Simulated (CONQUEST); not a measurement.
Crystal: GaN.

```
Ga N
1.0
     3.18693    0.00000    0.00000
     0.00000    3.18693    0.00000
     0.00000    0.00000    4.50700
Ga N
2 2
Direct
  0.00000 0.00000 0.00000
  0.50000 0.50000 0.50000
  0.00000 0.50000 0.75000
  0.50000 0.00000 0.25000
```

The cell is a database's computed one.

Base run:

- Program: CONQUEST 1.3
- Functional: PBE
- Potentials or basis: PseudoDojo NC PBE, DZP, grid cutoff 150 Ha
- k mesh: 8 × 8 × 6
- Occupations: fermi-dirac, width 0.05 eV
- Spin: no spin polarisation

Its results: band gap on the k mesh 1.84 eV; pressure 8.7 GPa.

Question: The run is repeated on the same cell with these changes: potentials or basis from PseudoDojo NC PBE, DZP, grid cutoff 150 Ha to PseudoDojo NC PBE, SZP, grid cutoff 150 Ha; k mesh from 8 × 8 × 6 to 6 × 6 × 4. What comes out?

Answer: Band gap on the k mesh 2.20 eV; pressure 9.9 GPa.

Caveats: the basis of atomic orbitals isn't converged, which shifts pressures, moduli and gaps; the real-space grid breaks the cell's symmetry a little; the box holds several primitive cells, so bands are folded and the points are those of the box's own zone (some runs); the atomic basis is small (some runs).

A k mesh can miss the band edges.
